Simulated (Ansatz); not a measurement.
**SnO: electron density at the nuclei under pressure**

```
CELL_PARAMETERS angstrom
3.80200 0.00000 0.00000
0.00000 3.80200 0.00000
0.00000 0.00000 4.83600
ATOMIC_POSITIONS crystal
Sn 0.00000 0.50000 0.23850
Sn 0.50000 0.00000 0.76150
O 0.00000 0.00000 0.00000
O 0.50000 0.50000 0.00000
```

Atom numbers follow the list: Sn1, Sn2, O3, O4.

The conventional cell has a = 3.802 Å, b = 3.802 Å, c = 4.836 Å, α = 90.00°, β = 90.00°, γ = 90.00°. Around Sn (atom 1) lie 4 O at 2.22 Å. O (atom 3) has 4 Sn at 2.22 Å as nearest neighbours.

The cell is COD entry 9008956, as deposited and not checked against the literature; nothing was relaxed.

No spin–orbit coupling, which matters for the heavy atoms here.

All numbers below come from DFT, PBE, all-electron PAW with datasets made for the crystal, scalar-relativistic (Ansatz 0.2.0).

The runs use a Γ-centred 8×8×6 k mesh, Fermi–Dirac smearing of 0.01 eV, cutoff 360 eV (chosen by the program for this cell), no spin polarisation.

The contact density is the mean electron density over the nuclear volume; its changes set Mössbauer isomer shifts. Changes below are taken from the unscaled cell, where it is 1.23633e+06 e/Å³ at Sn1, 2159.64 e/Å³ at O3.

Volumes at which the program chose other datasets or cutoffs are left out.

The datasets are made afresh for each cell, so very small changes are uncertain.

Task: Does compression raise or lower the contact density at Sn1?

Result: It lowers it, by 6.64 e/Å³ over the whole range.

Task: Tabulate the changes with volume.

Result: 
```json
{"V/V(cell)": "0.9600", "P (GPa)": "8.7", "Δρ(0) Sn1 (e/Å³)": "-5.36", "Δρ(0) O3 (e/Å³)": "-0.19"}
{"V/V(cell)": "0.9800", "P (GPa)": "6.3", "Δρ(0) Sn1 (e/Å³)": "-2.94", "Δρ(0) O3 (e/Å³)": "-0.08"}
{"V/V(cell)": "0.9900", "P (GPa)": "5.2", "Δρ(0) Sn1 (e/Å³)": "-1.54", "Δρ(0) O3 (e/Å³)": "-0.03"}
{"V/V(cell)": "1.0000", "P (GPa)": "4.2", "Δρ(0) Sn1 (e/Å³)": "0.00", "Δρ(0) O3 (e/Å³)": "0.00"}
{"V/V(cell)": "1.0100", "P (GPa)": "3.2", "Δρ(0) Sn1 (e/Å³)": "1.28", "Δρ(0) O3 (e/Å³)": "0.04"}
```
